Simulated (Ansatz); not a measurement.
# CuO (Tenorite) in Ansatz: the effect of functional

CuO (Tenorite):

```
CELL_PARAMETERS angstrom
2.37267 -1.73382 0.00000
2.37267 1.73382 0.00000
-0.86121 0.00000 5.12443
ATOMIC_POSITIONS crystal
Cu 0.50000 0.00000 0.50000
Cu 0.00000 0.50000 0.00000
O 0.41840 0.58160 0.75000
O 0.58160 0.41840 0.25000
```

The cell isn't the ideal one: volume scaled by 1.04.

Alike in all runs:

```yaml
Program: Ansatz 0.2.0
Task: single point
Potentials_or_basis: Ansatz PAW
k_mesh: 10 × 10 × 5
Occupations: fermi-dirac, width 0.05 eV
Spin: no spin polarisation
```

```csv
functional,cutoff,pressure (GPa),largest force (eV/Å)
LDA,420 eV (not typed: the program's choice for these potentials),-15.3,0.58
r2SCAN,500 eV (not typed: the program's choice for these potentials),?,?
PBE,420 eV (not typed: the program's choice for these potentials),-1.0,0.38
```

Question: What does the run with functional r2SCAN give?

Answer: Pressure -7.8 GPa; largest force 0.40 eV/Å.

Caveats: the run has no spin polarisation, though such a crystal can be magnetic; the PAW data sets come from PBE, with cores solved anew for the run's functional, which leaves a small shift of forces and pressure (some runs).
